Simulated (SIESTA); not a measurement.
Ag:

```
Ag
1.0
     0.00000    2.04275    2.04275
     2.04275    0.00000    2.04275
     2.04275    2.04275    0.00000
Ag
1
Direct
  0.00000 0.00000 0.00000
```

Base run:

| Quantity | Value |
| --- | --- |
| Program | SIESTA 5.4.2 |
| Functional | PBEsol |
| Potentials or basis | PseudoDojo 0.4 standard (PBEsol files) |
| Basis | DZP (energy shift 0.003 Ry; two zetas on semicore shells) |
| Grid cutoff | 800 Ry |
| Energy shift | 0.003 Ry |
| k mesh | 11 × 11 × 11 |
| Occupations | fermi-dirac, width 0.05 eV |
| Spin | no spin polarisation |

Its results: band gap on the k mesh none (metal or under the smearing width); pressure -2.7 GPa.

Problem. The run is repeated on the same cell with these changes: functional from PBEsol to PBE; potentials or basis from PseudoDojo 0.4 standard (PBEsol files) to PseudoDojo 0.4 standard (PBE files). What comes out?

Solution. Band gap on the k mesh none (metal or under the smearing width); pressure 4.8 GPa.

Caveats: short orbitals over semicore shells can move pressures by several GPa; the basis of atomic orbitals isn't converged, which shifts pressures, moduli and gaps.
